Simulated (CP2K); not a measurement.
# BaS under changes of volume

One of the cells (32.576 Å³/atom); the others are scaled copies at fixed shape and fractional positions:

```
CELL_PARAMETERS angstrom
4.51664 0.00000 0.00000
2.25832 3.91153 0.00000
2.25832 1.30384 3.68782
ATOMIC_POSITIONS crystal
Ba 0.00000 0.00000 0.00000
S 0.50000 0.50000 0.50000
```

| Quantity | Value |
| --- | --- |
| Program | CP2K 2026.2 |
| Functional | PBEsol |
| Potentials or basis | POTENTIAL_UZH Ba GTH-PBE-q10, S GTH-PBE-q6; TZVP-MOLOPT-PBE-GTH basis |
| Density cutoff | 6123 eV |
| k mesh | 7 × 7 × 7 |
| Occupations | fermi-dirac, width 0.0259 eV |
| Spin | no spin polarisation |

```csv
volume (Å³/atom),energy over the lowest point (meV/atom),pressure (GPa),gap on the mesh (eV)
30.622,?,?,?
31.273,4.40,1.6,1.97
31.925,0.21,0.5,2.01
32.576,0.00,-0.4,2.04
33.228,3.34,-1.2,2.08
33.879,9.86,-2.0,2.11
34.531,19.22,-2.6,2.13
```

Question: What does the run at 30.622 Å³/atom give?

Answer: Energy over the lowest point 13.04 meV/atom; pressure 2.7 GPa; gap on the mesh 1.93 eV.

Worked out: A Birch-Murnaghan fit of order 3 (a polynomial in V^(-2/3)) to the other rows has its minimum at 32.28 Å³/atom with B0 = V·E''(V) = 45 GPa and B' = 4.6. It gives 13.03 meV/atom at 30.622 Å³/atom, against the run's 13.04, and -dE/dV = 2.7 GPa, against 2.7. A straight line through the other rows of the gap, of slope 1.65 eV per unit of ln V, extrapolates to 1.94 eV, against the run's 1.93.

Energies are extrapolated to zero smearing.

Caveats: the potentials were made for another functional, which shifts forces and pressure; spin-orbit coupling is left out, which moves the levels of the heavy elements; an odd mesh through Γ misses points on the zone boundary, where band edges often lie; the basis of atomic orbitals isn't converged, which shifts pressures, moduli and gaps.
